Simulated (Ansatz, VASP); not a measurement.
# PbS (Galena): VASP beside Ansatz

Wanted: the spread between two codes on one cell, functional and k mesh. Other levels of theory on this material are compared in a session of their own.

Program: Ansatz 0.2.0. Level of theory: plane waves, with VASP 6.6.1 beside it; single point at PBEsol and single point at r2SCAN. Results are calculated unless marked as measured.

### 1. The starting structure

It takes space group Fm-3m (No. 225, cubic). The conventional cell has a = 5.936 Å, b = 5.936 Å, c = 5.936 Å, α = 90.00°, β = 90.00°, γ = 90.00°. Nearest to Pb lie 6 S at 2.97 Å. S has 6 Pb at 2.97 Å nearest. Farther neighbours and most contacts between anions are not listed.

### 2. VASP: single point, PBEsol

A single point gives forces, pressure and levels at one fixed geometry, so differences don't come from the geometry; what else differs is listed under the comparison.

Lines of VASP's logs that name or quote its potential files are left out, and so is its time.

Contents of INCAR:

```
SYSTEM = PbS
PREC = Accurate
ENCUT = 400
EDIFF = 1E-05
NELM = 100
ISMEAR = 0
SIGMA = 0.05
LREAL = .FALSE.
ALGO = Normal
GGA = PS
NBANDS = 16
LORBIT = 11
LWAVE = .FALSE.
LCHARG = .FALSE.
KPAR = 2
```

Contents of POSCAR:

```
PbS
1.0
    0.0000000000      2.9681000000      2.9681000000
    2.9681000000      0.0000000000      2.9681000000
    2.9681000000      2.9681000000      0.0000000000
Pb S
1 1
Direct
    0.0000000000      0.0000000000      0.0000000000
    0.5000000000      0.5000000000      0.5000000000
```

Contents of KPOINTS:

```
Automatic mesh
0
Gamma
6 6 6
0 0 0
```

The projector-augmented-wave data sets are Pb_d and S (PBE family, release 64).

On the command line:

```bash
> mpirun -np 2 vasp_std
```

Numbers of over 12 decimals in the logs are rounded to 6 here.

Log:

```text
[banner, memory and clock lines left out]
running    2 mpi-ranks, on    1 nodes
 distrk:  each k-point on    1 cores,    2 groups
 distr:  one band on    1 cores,    1 groups

 POSCAR found type information on POSCAR PbS
 POSCAR found :  2 types and       2 ions
|                                                                             |
|               ----> ADVICE to this user running VASP <----                  |
|                                                                             |
|     You enforced a specific xc type in the INCAR file but a different       |
|     [... a line on the potential file left out ...]
|     I HOPE YOU KNOW WHAT YOU ARE DOING!                                     |
|                                                                             |

 LDA part: xc-table for (Slater+PW92), standard interpolation
 POSCAR, INCAR and KPOINTS ok, starting setup
 FFT: planning ... GRIDC
 FFT: planning ... GRID_SOFT
 FFT: planning ... GRID
 WAVECAR not read
 entering main loop
       N       E                     dE             d eps       ncg     rms          rms(c)
DAV:   1     0.138023896645E+03    0.13802E+03   -0.85949E+03   512   0.109E+03
DAV:   2     0.971326058304E-01   -0.13793E+03   -0.13425E+03   544   0.296E+02
DAV:   3    -0.961689535955E+01   -0.97140E+01   -0.96757E+01   680   0.828E+01
DAV:   4    -0.985164936266E+01   -0.23475E+00   -0.23465E+00   624   0.154E+01
DAV:   5    -0.986115672809E+01   -0.95074E-02   -0.95069E-02   800   0.270E+00    0.431E+00
DAV:   6    -0.946023454364E+01    0.40092E+00   -0.12324E+00   800   0.807E+00    0.293E+00
DAV:   7    -0.945703759635E+01    0.31969E-02   -0.10618E-01   672   0.174E+00    0.163E+00
DAV:   8    -0.945686874521E+01    0.16885E-03   -0.11919E-02   656   0.115E+00    0.224E-01
DAV:   9    -0.945652297696E+01    0.34577E-03   -0.24352E-03   784   0.397E-01    0.720E-02
DAV:  10    -0.945660248371E+01   -0.79507E-04   -0.18464E-04   624   0.855E-02    0.356E-02
DAV:  11    -0.945660201186E+01    0.47185E-06   -0.13518E-05   600   0.407E-02
   1 F= -.94566020E+01 E0= -.94566015E+01  d E =-.969137E-06
```

OUTCAR, selected parts (step 2):

```text
ion  position               nearest neighbor table
   1  0.000  0.000  0.000-   2 2.97   2 2.97   2 2.97   2 2.97   2 2.97   2 2.97
   2  0.500  0.500  0.500-   1 2.97   1 2.97   1 2.97   1 2.97   1 2.97   1 2.97

  LATTYP: Found a face centered cubic cell.
 ALAT       =     5.9362000000

 Subroutine GETGRP returns: Found 48 space group operations
 (whereof 48 operations were pure point group operations)

The static configuration has the point symmetry O_h .

 Found     16 irreducible k-points:

   k-points           NKPTS =     16   k-points in BZ     NKDIM =     16   number of bands    NBANDS=     16

   dimension x,y,z NGX =    28 NGY =   28 NGZ =   28
   dimension x,y,z NGXF=    56 NGYF=   56 NGZF=   56

   ENCUT  =  400.0 eV  29.40 Ry    5.42 a.u.   6.85  6.85  6.85*2*pi/ulx,y,z

   NELECT =      20.0000    total number of electrons

 k-points in reciprocal lattice and weights: Automatic mesh
   0.00000000  0.00000000  0.00000000       0.005
   0.16666667  0.00000000  0.00000000       0.037
   0.33333333  0.00000000  0.00000000       0.037
   0.50000000  0.00000000  0.00000000       0.019
   0.16666667  0.16666667  0.00000000       0.028
   0.33333333  0.16666667  0.00000000       0.111
   0.50000000  0.16666667  0.00000000       0.111
  -0.33333333  0.16666667  0.00000000       0.111
  -0.16666667  0.16666667  0.00000000       0.056
[...]
-0.33333333  0.33333333  0.16666667       0.111
  -0.33333333  0.50000000  0.16666667       0.056

 average (electrostatic) potential at core
       1 -91.3699       2 -85.5880

 E-fermi :   5.7841

 k-point     1 :       0.0000    0.0000    0.0000
  band No.  band energies     occupation
    ...
      6      -7.9275      2.00000
      7      -0.4067      2.00000
      8       3.4959      2.00000
      9       3.4959      2.00000
     10       3.4959      2.00000
     11      10.8099      0.00000
     12      10.8099      0.00000
     13      10.8099      0.00000
     14      12.3062      0.00000
     15      12.3062      0.00000
    ...

 k-point     2 :       0.1667    0.0000    0.0000
  band No.  band energies     occupation
    ...
      6      -7.6915      2.00000
      7      -1.1527      2.00000
      8       3.5695      2.00000
      9       3.5695      2.00000
     10       4.0351      2.00000
     11       8.9904      0.00000
     12       9.6157      0.00000
     13       9.6157      0.00000
     14      12.2047      0.00000
     15      12.9169      0.00000
    ...

 k-point     3 :       0.3333    0.0000    0.0000
  band No.  band energies     occupation
    ...
      6      -7.0909      2.00000
      7      -2.4990      2.00000
      8       3.7609      2.00000
      9       3.7609      2.00000
     10       4.9031      2.00000
     11       7.0480      0.00000
     12       8.1544      0.00000
     13       8.1544      0.00000
     14      12.8794      0.00000
     15      14.3333      0.00000
    ...

  Total       -0.3337720     -0.3337720     -0.3337720      0.0000000      0.0000000     -0.0000000
  in kB      -10.2257437    -10.2257437    -10.2257437      0.0000000      0.0000000     -0.0000000
  external PRESSURE =     -10.2257437 kB  Pullay stress =       0.0000000 kB

  energy-cutoff  :      400.00
  volume of cell :       52.30
      direct lattice vectors                 reciprocal lattice vectors
     0.000000000  2.968100000  2.968100000    -0.168457936  0.168457936  0.168457936
     2.968100000  0.000000000  2.968100000     0.168457936 -0.168457936  0.168457936
     2.968100000  2.968100000  0.000000000     0.168457936  0.168457936 -0.168457936

 POSITION                                       TOTAL-FORCE (eV/Angst)
 -----------------------------------------------------------------------------------
      0.00000      0.00000      0.00000        -0.000000      0.000000     -0.000000
      2.96810      2.96810      2.96810         0.000000     -0.000000      0.000000
 -----------------------------------------------------------------------------------
    total drift:                                0.000000      0.000000      0.000000

  FREE ENERGIE OF THE ION-ELECTRON SYSTEM (eV)
  ---------------------------------------------------
  free  energy   TOTEN  =        -9.4566020119 eV

  energy  without entropy=       -9.4566010427  energy(sigma->0) =       -9.45660153

 total charge
# of ion       s       p       d       tot
------------------------------------------
    1        1.474   0.512   9.843  11.829
    2        1.346   2.306   0.000   3.653
--------------------------------------------------
tot          2.820   2.818   9.843  15.482

[... 3 further parts left out ...]
```

The run ends at a pressure of -1.02 GPa.

### 3. Ansatz: single point, PBEsol

Ansatz runs on its default PAW (the set named soft_2) files.

The same cell, functional, mesh and smearing now go to Ansatz, which takes its cutoff from its data sets.

Contents of input.yaml:

```yaml
crystal:
  lattice:
    - [0.0, 2.9681, 2.9681]
    - [2.9681, 0.0, 2.9681]
    - [2.9681, 2.9681, 0.0]
  atoms:
    - { symbol: Pb, position: [0.0, 0.0, 0.0] }
    - { symbol: S, position: [0.5, 0.5, 0.5] }
hamiltonian:
  xc: pbesol
  pseudopotentials: { kind: paw }
kpoints:
  mp_grid: { grid: [6, 6, 6] }
scf:
  occupations: { method: gaussian, width: 0.05 }
  n_extra_bands: 4
output:
  forces: true
  stress: true
  eigenvalues: true
```

On the command line:

```bash
> ansatz run input.yaml --threads 2 --pin off --max-ram 4608MiB --backend cpu --events-out ev --progress --plain --runs-dir out
```

Log:

```text
scf.n_extra_bands = 4 over 10 filled bands (N_el = 20.0): the run solves 14 bands
Engine: ansatz 0.2.0, aarch64-unknown-linux-gnu
Pseudopotentials: kind: paw
Pseudopotential: Pb, paw, valence charge 14, recommended cutoff 420 eV (normal), Pb.paw.azcp
Pseudopotential: S, paw, valence charge 6, recommended cutoff 420 eV (normal), S.paw.azcp
Functional definition: PBEsol
  exchange = pbesol_x
  correlation = pbesol_c
Crystal: 2 atoms, lattice volume = 52.296 Å³
Basis set: ecut = 420 eV, 965 PW (Γ), exchange–correlation on 60×60×60 points (8 copies of the dense FFT grid, shifted against one another)
Bands: 14, of which v1, the nominal top of the filled ones, is band 10 counted from 1 (9 counted from 0)
Symmetry: 48 space group operations
Space group: Fm-3m (ITA 225), of the structure as read, at distance tolerance 3.7e-5 Å
k-points: 16 of 216
Non-local potential: Pb, projectors of the file, l = 0: 2, l = 1: 2, l = 2: 2, l = 3: 2
Non-local potential: S, projectors of the file, l = 0: 2, l = 1: 2, l = 2: 2
PAW form: soft (Blöchl's): semilocal exchange-correlation on the pseudo side does not see the compensation charge
PAW frozen core: Pb, regenerated for the run's functional, and the local potential with it (the file was generated under x = pbe(κ = 0.804, μ = 0.219515), c = pbe(β = 0.066725))
PAW frozen core: S, regenerated for the run's functional, and the local potential with it (the file was generated under x = pbe(κ = 0.804, μ = 0.219515), c = pbe(β = 0.066725))
PAW one-centre angular grid: Pb, 590 points (default); XC on 64 Gauss nodes
PAW one-centre angular grid: S, 110 points (default); XC on 64 Gauss nodes
Initial density: superposition of atomic densities (neutral atoms: chi_scale 0, normalization atom), corrected by the library's trained network
Initial wavefunctions: pseudopotential atomic-orbital guess
Functional: x = pbesol(κ = 0.804, μ = 0.123457), c = pbesol(β = 0.046)
SCF iter   1: F=—  HF=-12640.931674 eV  |F-HF|=—  |Δ(HF+E_count)|=         —  Δρ=4.25e-3  dr2=1.82e-2  ethr=1.77e-3  ⟨swp⟩=6.1  Hψ=1309  notcnv=0
preconditioner: auto → none  [insulator: Δε(μ)=0.200 eV  Ē_g=15.344 eV  σ=0.050 eV  W_gap=1.00  n_scr=14 (ndim 8)  ℏωp=23.0 eV  f_vac=0.000  D(μ)=0.02/eV (n_scr^D=0)  ε∞_Penn≈3.2]
SCF iter   2: F=—  HF=-12640.925816 eV  |F-HF|=—  |Δ(HF+E_count)|=   5.86e-3  Δρ=1.80e-3  dr2=3.36e-3  ethr=9.10e-5  ⟨swp⟩=1.8  Hψ=380  notcnv=0
SCF iter   3: F=—  HF=-12640.924952 eV  |F-HF|=—  |Δ(HF+E_count)|=   8.63e-4  Δρ=2.64e-4  dr2=4.41e-5  ethr=1.68e-5  ⟨swp⟩=2.0  Hψ=277  notcnv=0
SCF iter   4: F=—  HF=-12640.924953 eV  |F-HF|=—  |Δ(HF+E_count)|=   6.78e-7  Δρ=2.35e-4  dr2=3.16e-5  ethr=2.20e-7  ⟨swp⟩=2.0  Hψ=385  notcnv=0
SCF iter   5: F=—  HF=-12640.924937 eV  |F-HF|=—  |Δ(HF+E_count)|=   1.59e-5  Δρ=5.26e-5  dr2=1.54e-6  ethr=1.58e-7  ⟨swp⟩=2.0  Hψ=336  notcnv=0
SCF iter   6: F=-12640.924936 eV  HF=-12640.924936 eV  |F-HF|=5.46e-11  |Δ(HF+E_count)|=   7.94e-7  Δρ=3.80e-6  dr2=4.92e-9  ethr=5.00e-10  ⟨swp⟩=4.2  Hψ=1228  notcnv=0
SCF 1 converged in 6 iterations: F = -12640.924936 eV  dr2 = 4.92e-9
  greatest PAW one-centre occupation: 0.981 electrons in one spin orbital (limit 2), on the Pb atom at site 0 (counted from 0), in its partial waves of l = 2
SCF converged after 6 iterations
Free energy (F): -12640.924936 eV
Harris-Foulkes:  -12640.924936 eV  (|F-HF|=5.46e-11)
Internal energy: -12640.924935 eV  (E = F + TS)
E sigma→0 (E₀):  -12640.924936 eV
Entropy (-TS):   -0.000001 eV (-0.001 meV/atom)
Fermi energy:    8.403893 eV
--- Per-component energies (eV) ---
  E_band       = -57.981390
  E_kinetic    = 393.019974
  E_local      = -1224.391192  (includes V_loc(G=0)·N_el)
  E_nonlocal   = 380.782396
  E_hartree    = 474.522546
  E_xc         = -315.422160
  E_vxc        = -220.271525  (∫ρ·V_xc dr)
  E_paw        = -10837.402417  (= ΣΔE_a)
  E_vpaw       = -336.168493  (= ΣTr[D̂ρ^β])
  E_aug_tail   = 0.000051  (compensation charges beyond the density's cutoff)
  E_ewald      = -1512.158200
  E_core_change = 0.124066  (= ΣΔE_core)
  E_smearing   = -0.000001  (= −TS)
  E_closure    = -0.000000  (closes the sum)
  Σ components = -12640.924936   (vs F -12640.924936, Δ=0.00e0)
--- Forces (eV/Å), atoms counted from 1 ---
  atom   1  Pb    -0.00000000     0.00000000     0.00000000
  atom   2  S      0.00000000    -0.00000000     0.00000000
  max |Σ_I F_I| component: 2.10e-30 eV/Å
--- Stress (GPa, compression-positive) ---
       -1.009386      -0.000000      -0.000000
       -0.000000      -1.009386       0.000000
        0.000000       0.000000      -1.009386
  P = ⅓ Tr σ = -1.0094 GPa (-10.094 kbar)
--- Band table (eV; the first three rows and the last of 16) ---
  k-point 0: bands = [... 6 lower, 2.2207, 6.1126, 6.1126, 6.1126, 13.4328, 13.4328, 13.4328, 14.8852]
  k-point 1: bands = [... 6 lower, 1.4742, 6.1861, 6.1861, 6.6532, 11.6084, 12.2303, 12.2303, 14.8056]
  k-point 2: bands = [... 6 lower, 0.1286, 6.3773, 6.3773, 7.5229, 9.6669, 10.7682, 10.7682, 15.4844]
  k-point 15: bands = [... 6 lower, 0.4628, 3.4100, 4.2827, 6.4700, 11.3786, 12.4319, 13.3068, 15.0650]
```

Wall time 1.2 s (2 threads of Arm Neoverse N1, shared host); peak memory 0.29 GiB.

Reading the cycles: dr2 is the Hartree energy of the density residual (eV), the measure of convergence; HF is the Harris–Foulkes estimate of the energy, which meets the free energy F at convergence.

The run ends at a pressure of -1.01 GPa.

### 4. Side by side

Known differences besides the potentials themselves: the cutoff is 420 eV in Ansatz and 400 eV in VASP; Ansatz makes its cores anew for this functional, VASP keeps those of its PBE data sets; VASP leaves aspherical gradient terms in its spheres out (LASPH is not set), Ansatz keeps them. Total energies have different zeros and are not compared.

Both answers:

```csv
quantity,Ansatz,VASP,difference
pressure (GPa),-1.01,-1.02,+0.01
gap on the k mesh (eV),0.259,0.264,-0.005
```

A gap on the mesh is an upper bound, since the band edges may lie between its points; neither run holds spin-orbit coupling, which can move the band edges of a compound of Pb. Ansatz's pressure holds a Pulay correction of 0.01 GPa; VASP's holds none.

### 5. VASP: single point, r2SCAN, volume scaled by 0.985

With cell and atoms fixed, the geometry can't cause a difference; cores, projectors, grids and the points listed under the comparison can. The cell compared in this pair holds 52.54 Å³, against 52.30 Å³ for the pair before.

The input asks for a relaxation, which ended at its first step since no free force or stress exceeded the threshold; so it serves as a single point.

Contents of INCAR:

```
SYSTEM = PbS
PREC = Accurate
ENCUT = 450
EDIFF = 1E-06
NELM = 100
ISMEAR = 0
SIGMA = 0.03
LREAL = .FALSE.
ALGO = Normal
METAGGA = R2SCAN
LASPH = .TRUE.
NBANDS = 16
LORBIT = 11
LWAVE = .FALSE.
LCHARG = .FALSE.
KPAR = 2
IBRION = 2
NSW = 30
ISIF = 4
EDIFFG = -0.01
```

Contents of POSCAR:

```
PbS
1.0
    0.0000000000      2.9727292414      2.9727292414
    2.9727292414      0.0000000000      2.9727292414
    2.9727292414      2.9727292414      0.0000000000
Pb S
1 1
Direct
    0.0000000000      0.0000000000      0.0000000000
    0.5000000000      0.5000000000      0.5000000000
```

KPOINTS is that of step 2.

On the command line:

```bash
> mpirun -np 2 vasp_std
```

Log:

```text
[banner, memory and clock lines left out]
running    2 mpi-ranks, on    1 nodes
[...]
[... a notice as in an earlier step ...]

 LDA part: xc-table for (None), standard interpolation
 POSCAR, INCAR and KPOINTS ok, starting setup
[...]
entering main loop
       N       E                     dE             d eps       ncg     rms          rms(c)
DAV:   1     0.938936551650E+02    0.93894E+02   -0.90809E+03   512   0.120E+03
DAV:   2    -0.595994441674E+02   -0.15349E+03   -0.14920E+03   536   0.323E+02
DAV:   3    -0.704583186855E+02   -0.10859E+02   -0.10827E+02   728   0.893E+01
DAV:   4    -0.706868361502E+02   -0.22852E+00   -0.22846E+00   632   0.154E+01
[...]
DAV:  13    -0.656109972806E+02   -0.12499E-05   -0.42734E-06   664   0.162E-02    0.470E-03
DAV:  14    -0.656109960668E+02    0.12138E-05   -0.26478E-06   512   0.242E-02    0.869E-04
DAV:  15    -0.656109960377E+02    0.29028E-07   -0.10629E-07   440   0.295E-03
   1 F= -.65610996E+02 E0= -.65610996E+02  d E =-.656110E+02
[...]
reached required accuracy - stopping structural energy minimisation
```

Parts of OUTCAR (step 5):

```text
  Total        0.2851402      0.2851402      0.2851402      0.0000000     -0.0000000     -0.0000000
  in kB        8.6950668      8.6950668      8.6950668      0.0000000     -0.0000000     -0.0000000
  external PRESSURE =       8.6950668 kB  Pullay stress =       0.0000000 kB

 POSITION                                       TOTAL-FORCE (eV/Angst)
 -----------------------------------------------------------------------------------
      0.00000      0.00000      0.00000        -0.000000     -0.000000     -0.000000
      2.97273      2.97273      2.97273         0.000000      0.000000      0.000000
 -----------------------------------------------------------------------------------
    total drift:                               -0.000000      0.000000      0.000000

  FREE ENERGIE OF THE ION-ELECTRON SYSTEM (eV)
  ---------------------------------------------------
  free  energy   TOTEN  =       -65.6109960377 eV

  energy  without entropy=      -65.6109960377  energy(sigma->0) =      -65.61099604

 reached required accuracy - stopping structural energy minimisation

[... 1 part as in an earlier step ...]

[... 2 further parts left out ...]
[key lines of the parts left out:]
E-fermi :   5.7849
```

### 6. Ansatz: single point, r2SCAN, volume scaled by 0.985

The same cell, functional, mesh and smearing now go to Ansatz, which takes its cutoff from its data sets.

The cell is a member of a volume series, scaled by 0.985 from a relaxed one, so a pressure remains.

input.yaml, the sections that differ from step 3:

```yaml
crystal:
  lattice:
    - [0.0, 2.97272924, 2.97272924]
    - [2.97272924, 0.0, 2.97272924]
    - [2.97272924, 2.97272924, 0.0]
  atoms:
    - { symbol: Pb, position: [0.0, 0.0, 0.0] }
    - { symbol: S, position: [0.5, 0.5, 0.5] }
hamiltonian:
  xc: r2scan
  pseudopotentials: { kind: paw }
scf:
  occupations: { method: gaussian, width: 0.03 }
  n_extra_bands: 4
# kpoints, output: as in step 3
```

On the command line:

```bash
> ansatz run input.yaml --threads 2 --pin off --max-ram 4608MiB --backend cpu --events-out ev --progress --plain --runs-dir out
```

Log:

```text
[...]
Crystal: 2 atoms, lattice volume = 52.541 Å³
Basis set: ecut = 500 eV, 1363 PW (Γ), exchange–correlation on 128×128×128 points (64 copies of the dense FFT grid, shifted against one another)
Bands: 14, of which v1, the nominal top of the filled ones, is band 10 counted from 1 (9 counted from 0)
[... 1 set-up line as in the run before ...]
[...]
k-points: 16 of 216
[...]
P = ⅓ Tr σ = 0.8550 GPa (8.550 kbar)
--- Band table (eV; the first three rows and the last of 16) ---
  k-point 0: bands = [... 6 lower, 2.1159, 5.9165, 5.9165, 5.9165, 13.7563, 13.7563, 13.7563, 15.3364]
  k-point 1: bands = [... 6 lower, 1.3021, 5.9934, 5.9934, 6.5368, 11.9273, 12.5226, 12.5226, 15.2740]
  k-point 2: bands = [... 6 lower, -0.1074, 6.1879, 6.1879, 7.5131, 9.9352, 11.0213, 11.0213, 15.9982]
  k-point 15: bands = [... 6 lower, 0.2634, 3.2603, 4.1215, 6.3401, 11.6703, 12.7894, 13.6851, 15.4990]
[key lines of the parts left out:]
SCF converged after 6 iterations
Free energy (F): -12828.001452 eV
Fermi energy:    8.542597 eV
```

Elapsed: 2.9 s, on 2 threads; peak memory 0.43 GiB.

The run ends at a pressure of 0.86 GPa.

### 7. Side by side

What differs besides the data sets and the points named for the pairs above, as far as they apply: VASP keeps PBE cores, Ansatz makes them for the functional; the cutoff is 500 eV in Ansatz and 450 eV in VASP. Total energies have different zeros and are not compared.

Compared:

```
              quantity  Ansatz   VASP  difference
        pressure (GPa)    0.86   0.87       -0.01
gap on the k mesh (eV)   0.639  0.649      -0.010
```

A gap on the mesh is an upper bound, since the band edges may lie between its points; neither run holds spin-orbit coupling, which can move the band edges of a compound of Pb. Ansatz's pressure holds a Pulay correction of 0.01 GPa; VASP's holds none.

### 8. Outcome

```json
{
 "difference in gap on the k mesh (single point, PBEsol)": "-0.0054 eV",
 "difference in gap on the k mesh (single point, r2SCAN, volume scaled by 0.985)": "-0.010 eV"
}
```

What this shows: The difference in gap on the k mesh is -0.010 eV (single point, r2SCAN, volume scaled by 0.985), within the 0.08 eV picked in this series as the mark of a large difference. 5 further runs of this series are not shown here. Such differences can come from data sets, numerical settings and the points named under the comparisons, not from the functional's error against experiment.

[Lines on the potential files, build, host, timing and source positions are cut from VASP's logs without a mark.]

[Logs are printed without paths, hosts, clocks, repeated set-up lines and the standing remarks that a program may print on its own settings, such as how far it seeks lower states.]

[Hosts, paths, dates, database ids (printed as entryN), source tags and the programs' standing remarks are cut or masked in the printed files.]
